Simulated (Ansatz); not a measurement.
# Mo (Im-3m) in Ansatz: a series of runs

The runs below take Mo through band structure, with PBE.

Program: Ansatz 0.2.0. These are calculated values, not measurements. Logs are shortened: lines on timing, memory, paths and dates and some standing lists are left out, and cuts for length are marked.

**1. The crystal as given**

The structure is cubic, space group Im-3m (No. 229). The conventional cell has a = 3.168 Å, b = 3.168 Å, c = 3.168 Å, α = 90.00°, β = 90.00°, γ = 90.00°. Around Mo (site symmetry m-3m) lie 8 Mo at 2.74 Å.

**2. Band structure, PBE, 15.26 Å³/atom**

File input.yaml:

```yaml
crystal:
  lattice:
    - [-1.5838089719, 1.5838089719, 1.520456613]
    - [1.5838089719, -1.5838089719, 1.520456613]
    - [1.5838089719, 1.5838089719, -1.520456613]
  atoms:
    - { symbol: Mo, position: [0.0, 0.0, 0.0] }
hamiltonian:
  xc: pbe
  pseudopotentials: { kind: paw }
kpoints:
  mp_grid: { grid: [10, 10, 10] }
  band_path:
    path:
      - [[0.0, 0.0, 0.0], [0.0, 0.0, 0.5], [-0.5, 0.5, 0.5], [0.0, 0.0, 0.0], [0.4804, 0.4804, -0.4804], [0.25, 0.25, 0.25], [0.0, 0.5, 0.0], [-0.4804, 0.5196, 0.4804], [-0.5, 0.5, 0.5]]
      - [[0.0, 0.0, 0.5], [0.25, 0.25, 0.25]]
    npoints: 14
scf:
  occupations: { method: fermi_dirac, width: 0.05 }
  n_extra_bands: 6
output:
  forces: true
  stress: true
  eigenvalues: true
  fatbands: true
  write_density: true
  write_potential: true
  elf: true
  volumetric_format: npy
```

Potentials or basis: Ansatz PAW.

On the command line:

```console
$ ansatz run input.yaml --threads 2 --pin off --max-ram 5632MiB --backend cpu --events-out ev --progress --plain --runs-dir out
```

What it wrote:

```text
Warning: RAYON_NUM_THREADS=2 ignored (pool sized by the plan → 2); use --threads N
scf.n_extra_bands = 6 over 7 filled bands (N_el = 14.0): the run solves 13 bands
Engine: ansatz 0.2.0, aarch64-unknown-linux-gnu
Pseudopotentials: kind: paw
Pseudopotential: Mo, paw, valence charge 14, recommended cutoff 420 eV (normal), Mo.paw.azcp
Functional definition: PBE
  parameter kappa = 0.804
  parameter beta = 0.06672455060314922
  exchange = pbe_x(kappa = kappa, mu = beta*pi^2/3)
  correlation = pbe_c(beta = beta)
Crystal: 1 atoms, lattice volume = 15.256 Å³
Basis set: ecut = 420 eV, 313 PW (Γ), exchange–correlation on 40×40×40 points (8 copies of the dense FFT grid, shifted against one another)
Bands: 13, of which v1, the nominal top of the filled ones, is band 7 counted from 1 (6 counted from 0)
Symmetry: 16 space group operations
Space group: I4/mmm (ITA 139), of the structure as read, at distance tolerance 2.5e-5 Å
k-points: 102 of 1000
Non-local potential: Mo, projectors of the file, l = 0: 3, l = 1: 2, l = 2: 2, l = 3: 1
PAW form: soft (Blöchl's): semilocal exchange-correlation on the pseudo side does not see the compensation charge
PAW one-centre angular grid: Mo, 590 points (default); XC on 64 Gauss nodes
Initial density: superposition of atomic densities (neutral atoms: chi_scale 0, normalization atom), corrected by the library's trained network
Initial wavefunctions: pseudopotential atomic-orbital guess
Functional: x = pbe(κ = 0.804, μ = 0.2195149727645171), c = pbe(β = 0.06672455060314922)
SCF iter   1: F=—  HF=-4955.981267 eV  |F-HF|=—  |Δ(HF+E_count)|=         —  Δρ=3.45e-3  dr2=6.64e-4  ethr=1.77e-3  ⟨swp⟩=5.3  Hψ=7587  notcnv=0
preconditioner: auto → none  [metal: Δε(μ)=0.026 eV  Ē_g=12.014 eV  σ=0.050 eV  W_gap=0.13  n_scr=0 (ndim 8)  ℏωp=23.3 eV  f_vac=0.000  D(μ)=0.92/eV (n_scr^D=12)]
SCF iter   2: F=—  HF=-4955.981187 eV  |F-HF|=—  |Δ(HF+E_count)|=   8.02e-5  Δρ=1.64e-3  dr2=1.40e-4  ethr=4.74e-6  ⟨swp⟩=2.0  Hψ=2416  notcnv=0  defer=15
SCF iter   3: F=—  HF=-4955.981209 eV  |F-HF|=—  |Δ(HF+E_count)|=   2.17e-5  Δρ=1.87e-4  dr2=4.44e-6  ethr=1.00e-6  ⟨swp⟩=1.0  Hψ=1236  notcnv=0  defer=16
SCF iter   4: F=—  HF=-4955.981207 eV  |F-HF|=—  |Δ(HF+E_count)|=   2.03e-6  Δρ=5.68e-5  dr2=1.59e-7  ethr=3.17e-8  ⟨swp⟩=2.8  Hψ=1890  notcnv=0  defer=16
iter 5 did not close the SCF: its close was put off for the readings that it lacked (scf_convergence_deferred on its scf_iter line)
SCF iter   5: F=-4955.981207 eV  HF=-4955.981207 eV  |F-HF|=2.42e-9  |Δ(HF+E_count)|=   2.44e-8  Δρ=1.66e-5  dr2=1.78e-8  ethr=1.14e-9  ⟨swp⟩=2.6  Hψ=1989  notcnv=0  defer=16
SCF iter   6: F=-4955.981207 eV  HF=-4955.981207 eV  |F-HF|=1.10e-10  |Δ(HF+E_count)|=   3.78e-9  Δρ=5.05e-6  dr2=1.71e-9  ethr=1.27e-10  ⟨swp⟩=7.1  Hψ=6579  notcnv=0
SCF 1 converged in 6 iterations: F = -4955.981207 eV  dr2 = 1.71e-9
NSCF: frozen V_eff on 128 k-points
SCF converged after 6 iterations
Free energy (F): -4955.981207 eV
Harris-Foulkes:  -4955.981207 eV  (|F-HF|=1.10e-10)
Internal energy: -4955.973647 eV  (E = F + TS)
E sigma→0 (E₀):  -4955.977427 eV
Entropy (-TS):   -0.007560 eV (-7.560 meV/atom)
Fermi energy:    21.809909 eV
--- Per-component energies (eV) ---
  E_band       = -46.552286
  E_kinetic    = 442.298654
  E_local      = -766.789386  (includes V_loc(G=0)·N_el)
  E_nonlocal   = 142.885030
  E_hartree    = 254.447278
  E_xc         = -184.013625
  E_vxc        = -229.721785  (∫ρ·V_xc dr)
  E_paw        = -3201.382217  (= ΣΔE_a)
  E_vpaw       = -144.118790  (= ΣTr[D̂ρ^β])
  E_aug_tail   = 0.000045  (compensation charges beyond the density's cutoff)
  E_ewald      = -1643.419426
  E_smearing   = -0.007560  (= −TS)
  E_closure    = 0.000000  (closes the sum)
  Σ components = -4955.981207   (vs F -4955.981207, Δ=0.00e0)
--- Forces (eV/Å), atoms counted from 1 ---
  atom   1  Mo    -0.00000000    -0.00000000     0.00000000
  max |Σ_I F_I| component: 4.62e-32 eV/Å
--- Stress (GPa, compression-positive) ---
        5.768281      -0.000000       0.000000
       -0.000000       5.768281      -0.000000
        0.000000       0.000000      16.815248
  P = ⅓ Tr σ = 9.4506 GPa (94.506 kbar)
--- Band table (eV; the first three rows and the last of 102) ---
  k-point 0: bands = ["-39.5573", "-12.7654", "-12.7654", "-12.7499", "14.4051", "19.9934", "20.4884", "20.4884", "23.0788", "23.7280", "36.1891", "36.1891", "36.9904"]
  k-point 1: bands = ["-39.5308", "-12.9204", "-12.7940", "-12.7637", "14.8360", "19.9808", "20.2635", "20.9028", "22.7532", "23.6956", "36.4976", "37.0245", "37.6985"]
  k-point 2: bands = ["-39.4608", "-13.3151", "-12.9077", "-12.7594", "15.8724", "19.7253", "19.9000", "22.0867", "22.4328", "23.6598", "36.7098", "38.0880", "39.6635"]
  k-point 101: bands = ["-39.0631", "-13.8400", "-13.8400", "-13.7068", "16.0386", "16.1438", "25.7931", "25.7931", "25.9442", "30.6012", "30.6012", "31.6734", "41.7894"]
```

fatbands.tsv:

```text
# ik	k_distance	band	e_minus_ef	mo0_l0_4S	mo0_l0_5S	mo0_l1_4P	mo0_l2_4D
# fermi_ev = 21.809909
# lock_threshold_ev = 1e-12
# [0, 0, 0] at k_distance = 0.000000
# [0, 0, 0.5] at k_distance = 1.402594
# [-0.5, 0.5, 0.5] at k_distance = 2.805189
# [0, 0, 0] at k_distance = 4.788757
# [0.4804, 0.4804, -0.4804] at k_distance = 6.773977
# [0.25, 0.25, 0.25] at k_distance = 8.469203
# [0, 0.5, 0] at k_distance = 9.460987
# [-0.4804, 0.5196, 0.4804] at k_distance = 10.835815
# [-0.5, 0.5, 0.5] at k_distance = 10.916811
# [0, 0, 0.5] at k_distance = 10.916811
# [0.25, 0.25, 0.25] at k_distance = 11.949919
# jumps = 113
# n_points = 128
0	0.000000	0	-61.367227	0.869781	0.130197	0.000000	0.000002
0	0.000000	1	-34.575276	0.000000	0.000000	0.999954	0.000000
0	0.000000	2	-34.575276	0.000000	0.000000	0.999954	0.000000
0	0.000000	3	-34.559829	0.000000	0.000000	0.999955	0.000000
0	0.000000	4	-7.404835	0.130062	0.867968	0.000000	0.000005
0	0.000000	5	-1.816502	0.000000	0.000000	0.000000	0.999772
[... 1461 lines left out ...]
112	10.916811	11	9.863522	0.000000	0.000000	0.000096	0.000000
112	10.916811	12	19.979457	0.083201	0.827873	0.000000	0.000183

113	10.916811	0	-61.083264	0.932115	0.025921	0.000000	0.041955
113	10.916811	1	-36.093566	0.000000	0.000000	0.999666	0.000000
113	10.916811	2	-35.005184	0.000000	0.000000	0.999941	0.000000
113	10.916811	3	-34.558528	0.000000	0.000000	0.999945	0.000000
113	10.916811	4	-5.517300	0.023030	0.064890	0.000000	0.911600
113	10.916811	5	-3.250417	0.000000	0.000000	0.000000	0.999852
[... 187 lines left out ...]
127	11.949919	11	11.807597	0.000000	0.000000	0.000362	0.011137
127	11.949919	12	11.807597	0.000000	0.000000	0.000362	0.011137
```

It took 1 s on 2 threads of Arm Neoverse V2, shared host; peak memory 0.27 GiB.

Results:

```
Free energy            : -4955.9812 eV
Pressure               : 9.5 GPa
Band gap on the k mesh : none (metal or under the smearing width)
```

**3. Band structure, PBE, 15.57 Å³/atom**

File input.yaml:

```yaml
crystal:
  lattice:
    - [-1.5838089719, 1.5838089719, 1.5521327925]
    - [1.5838089719, -1.5838089719, 1.5521327925]
    - [1.5838089719, 1.5838089719, -1.5521327925]
  atoms:
    - { symbol: Mo, position: [0.0, 0.0, 0.0] }
hamiltonian:
  xc: pbe
  pseudopotentials: { kind: paw }
kpoints:
  mp_grid: { grid: [10, 10, 10] }
  band_path:
    path:
      - [[0.0, 0.0, 0.0], [0.0, 0.0, 0.5], [-0.5, 0.5, 0.5], [0.0, 0.0, 0.0], [0.4901, 0.4901, -0.4901], [0.25, 0.25, 0.25], [0.0, 0.5, 0.0], [-0.4901, 0.5099, 0.4901], [-0.5, 0.5, 0.5]]
      - [[0.0, 0.0, 0.5], [0.25, 0.25, 0.25]]
    npoints: 14
scf:
  occupations: { method: fermi_dirac, width: 0.05 }
  n_extra_bands: 6
output:
  forces: true
  stress: true
  eigenvalues: true
  fatbands: false
```

Potentials or basis: Ansatz PAW.

On the command line:

```console
$ ansatz run input.yaml --threads 2 --pin off --max-ram 5632MiB --backend cpu --events-out ev --progress --plain --runs-dir out
```

It took 0.89 s on 2 threads of Arm Neoverse V2, shared host; peak memory 0.27 GiB.

It converged, with:

| Item | Value |
| --- | --- |
| Free energy | -4956.0042 eV |
| Pressure | 3.3 GPa |
| Band gap on the k mesh | none (metal or under the smearing width) |
